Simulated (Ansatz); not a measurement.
Equilibrium properties in the diamond structure, computed with r²SCAN in Ansatz (plane waves, PAW datasets (generated hard set); cutoff 700 eV), no spin polarisation, no spin–orbit coupling, Fermi–Dirac smearing of 0.1 eV, k-spacing 0.17 to 0.19 Å⁻¹:

```tsv
crystal	a₀ (Å)	V₀ (Å³/atom)	B₀ (GPa)
Ga	5.777	24.09	44
Ge	5.676	22.86	71
Se	6.289	31.09	42
Br	6.990	42.69	15.5
Sb	6.947	41.91	34
I	7.860	60.69	10.8
```

(1) Give the same for Te, Sn, As.

## Answers

(1) 
| crystal | a₀ (Å) | V₀ (Å³/atom) | B₀ (GPa) |
| --- | --- | --- | --- |
| Te | 7.148 | 45.65 | 28 |
| Sn | 6.569 | 35.44 | 43 |
| As | 6.059 | 27.81 | 50 |

Model structures, not the usual forms at ambient conditions (metastable or hypothetical): Ga, As, Se, Br, Sb, Te, I. Potentials made with PBE were used with another functional.
